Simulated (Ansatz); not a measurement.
The structure comes from a relaxation in the same program, started in the bcc type, and has space group Im-3m. Whether it is a known phase or the ground state wasn't checked.

Te: DFT, PBE, all-electron LAPW, scalar-relativistic (Ansatz 0.2.0).

```yaml
crystal:
  lattice:
    - [-1.9262019357, 1.9262019357, 1.9262019357]
    - [1.9262019357, -1.9262019357, 1.9262019357]
    - [1.9262019357, 1.9262019357, -1.9262019357]
  atoms:
    - { symbol: Te, position: [0.0, 0.0, 0.0] }
kpoints:
  mp_grid: { grid: [14, 14, 14] }
  band_path:
    path:
      - [0.0, 0.0, 0.0]
      - [0.5, -0.5, 0.5]
      - [0.0, 0.0, 0.5]
      - [0.0, 0.0, 0.0]
      - [0.25, 0.25, 0.25]
      - [0.5, -0.5, 0.5]
      - [0.25, 0.25, 0.25]
      - [0.0, 0.0, 0.5]
    npoints: 8
scf:
  occupations: { method: fermi_dirac, width: 0.05 }
hamiltonian:
  xc: pbe
  pseudopotentials: { kind: all_electron, lapw: { basis_error: 0.00025 } }
output:
  forces: true
  stress: true
  eigenvalues: true
  populations: true
  dos: { projected: true, de: 0.2, e_range: [-14, 8] }
```

Output:

```
Te: projections on atomic orbitals take those of the free atom 1s2 2s2 2p6 3s2 3p6 3d10 4s2 4p6 4d10 5s2 5p4, of charge +0.00 (hamiltonian.pseudopotentials.projection_atoms)
LAPW: plane waves up to 6.888 Å⁻¹, error target 2.5e-4 eV per atom; small_component_spin mean_spin; Te in spheres of 1.668 Å, 24 of its electrons in bands, Dirac shells []
Engine: ansatz 0.2.0
Pseudopotentials: kind: all_electron
Pseudopotential: Te, LAPW, valence charge 24, Koelling and Harmon's equation, gaussian nucleus
Functional definition: PBE
  parameter kappa = 0.804
  parameter beta = 0.06672455060314922
  exchange = pbe_x(kappa = kappa, mu = beta*pi^2/3)
  correlation = pbe_c(beta = beta)
Crystal: 1 atoms, lattice volume = 28.587 Å³
Basis set: ecut = 180.74960960162306 eV, 141 PW (Γ), exchange–correlation at level 2
Bands: 16, of which v1, the nominal top of the filled ones, is band 12 counted from 1 (11 counted from 0)
Symmetry: 48 space group operations
Space group: Im-3m (ITA 229), of the structure as read, at distance tolerance 3.1e-5 Å
k-points: 104 of 2744
Non-local potential: Te, projectors of the file, none
Initial density: superposition of atomic densities (chi_scale 0.1, normalization cell)
Initial wavefunctions: plane waves of lowest kinetic energy (no species holds an atomic orbital)
Functional: x = pbe(κ = 0.804, μ = 0.2195149727645171), c = pbe(β = 0.06672455060314922)
iter 1 solved again at ethr=2.40e-5 eV; its pass at ethr=1.00e-1 eV (dr2=5.76e-3 eV) is discarded
SCF iter   1: F=—  HF=-184884.060096 eV  |F-HF|=—  |Δ(HF+E_count)|=         —  Δρ=5.86e-3  dr2=5.67e-3  ethr=2.40e-5  ⟨swp⟩=3.7  Hψ=12175  notcnv=0
preconditioner: auto → Kerker (q_TF=auto, 2.650 Å⁻¹)  [metal: Δε(μ)=0.070 eV  Ē_g=12.407 eV  σ=0.050 eV  W_gap=0.33  n_scr=12 (ndim 8)  ℏωp=17.0 eV  f_vac=0.000  D(μ)=0.79/eV (n_scr^D=0)]
SCF iter   2: F=—  HF=-184884.057870 eV  |F-HF|=—  |Δ(HF+E_count)|=   2.23e-3  Δρ=3.79e-3  dr2=2.64e-3  ethr=2.36e-5  ⟨swp⟩=2.0  Hψ=4703  notcnv=0
SCF iter   3: F=—  HF=-184884.058915 eV  |F-HF|=—  |Δ(HF+E_count)|=   1.04e-3  Δρ=1.58e-3  dr2=5.33e-4  ethr=1.10e-5  ⟨swp⟩=2.0  Hψ=4701  notcnv=0
SCF iter   4: F=—  HF=-184884.059217 eV  |F-HF|=—  |Δ(HF+E_count)|=   3.02e-4  Δρ=6.79e-4  dr2=1.08e-4  ethr=2.22e-6  ⟨swp⟩=2.0  Hψ=4703  notcnv=0
iter 5 solved again at ethr=7.84e-9 eV; its pass at ethr=4.48e-7 eV (dr2=1.88e-6 eV) is discarded
SCF iter   5: F=—  HF=-184884.059329 eV  |F-HF|=—  |Δ(HF+E_count)|=   1.12e-4  Δρ=9.25e-5  dr2=1.88e-6  ethr=7.84e-9  ⟨swp⟩=2.1  Hψ=8270  notcnv=0
SCF iter   6: F=-184884.059332 eV  HF=-184884.059332 eV  |F-HF|=7.15e-8  |Δ(HF+E_count)|=   2.16e-6  Δρ=2.18e-5  dr2=9.31e-8  ethr=7.84e-9  ⟨swp⟩=3.0  Hψ=4927  notcnv=0
SCF 1 converged in 6 iterations: F = -184884.059332 eV  dr2 = 9.31e-8
NSCF: frozen V_eff on 57 k-points
SCF converged after 6 iterations
Free energy (F): -184884.059332 eV
Harris-Foulkes:  -184884.059332 eV  (|F-HF|=7.15e-8)
Internal energy: -184884.052600 eV  (E = F + TS)
E sigma→0 (E₀):  -184884.055966 eV
Entropy (-TS):   -0.006731 eV (-6.731 meV/atom)
Fermi energy:    13.465824 eV
--- Per-component energies (eV) ---
  E_band       = -1060.323038
  E_kinetic    = 195254.638128
  E_xc         = -4790.876302
  E_electrostatic = -375347.814426  (all electrons and nuclei)
  E_smearing   = -0.006731  (= −TS)
  E_closure    = 0.000000  (closes the sum)
  E_atoms      = -184881.235788  (free atoms, spherical and without spin; not in F)
  Σ components = -184884.059332   (vs F -184884.059332, Δ=0.00e0)
  Basis errors (estimates in eV, not in F): energy 7.1e-5 per atom: plane waves 6.4e-5 (4.7e-5 summed), levels above the bands 2.4e-91, relativity 6.8e-9, radial functions 6.9e-6, core shells 7.4e-12; eigenvalues (radial functions only) 5.5e-5; not estimated: angular momenta, meshes, grids; target (lapw.basis_error) 2.5e-4; muffin-tin radii Te 1.668 Å
--- Forces (eV/Å), atoms counted from 1 ---
  atom   1  Te     0.00000000    -0.00000000     0.00000000
  max |Σ_I F_I| component: 6.37e-32 eV/Å
--- Stress (GPa, compression-positive) ---
        0.037635       0.000000      -0.000000
        0.000000       0.037635       0.000000
       -0.000000       0.000000       0.037635
  P = ⅓ Tr σ = 0.0376 GPa (0.376 kbar)
--- Band table (eV; the first three rows and the last of 104) ---
  k-point 0: bands = ["-146.3659", "-96.4026", "-96.4026", "-96.4026", "-23.7365", "-23.7365", "-23.7365", "-23.7139", "-23.7139", "-0.3108", "16.4752", "16.4752", "16.4752", "23.2858", "23.7007", "23.7007"]
  k-point 1: bands = ["-146.3659", "-96.4026", "-96.4026", "-96.4026", "-23.7368", "-23.7356", "-23.7343", "-23.7144", "-23.7141", "-0.2187", "15.8182", "16.2440", "16.4291", "23.0171", "23.1105", "23.9031"]
  k-point 2: bands = ["-146.3659", "-96.4027", "-96.4026", "-96.4026", "-23.7378", "-23.7333", "-23.7280", "-23.7155", "-23.7145", "0.0547", "14.3210", "15.6862", "16.2972", "21.8607", "22.2417", "24.4400"]
  k-point 103: bands = ["-146.3658", "-96.4030", "-96.4030", "-96.4030", "-23.7382", "-23.7382", "-23.6948", "-23.6948", "-23.6948", "4.8698", "10.5922", "10.5922", "10.5922", "16.4934", "16.4934", "30.1262"]
--- Löwdin populations: 1 site ---
  site symbol       q [e]
     0     Te     51.9365
  spilling = 0.001222 (of n_electrons = 52.000000)
```

populations.tsv:

```
# site	symbol	l	j	q
# orbitals = lowdin
# n_electrons = 52.000000
# spilling = 0.001222
# projection_atom_Te: 1s2 2s2 2p6 3s2 3p6 3d10 4s2 4p6 4d10 5s2 5p4
0	Te	0_1S	-	2.000000
0	Te	0_2S	-	1.999998
0	Te	0_3S	-	1.999973
0	Te	0_4S	-	1.999638
0	Te	0_5S	-	1.973271
0	Te	1_2P	-	6.000000
0	Te	1_3P	-	5.999995
0	Te	1_4P	-	5.999443
0	Te	1_5P	-	3.964383
0	Te	2_3D	-	10.000000
0	Te	2_4D	-	9.999764
```
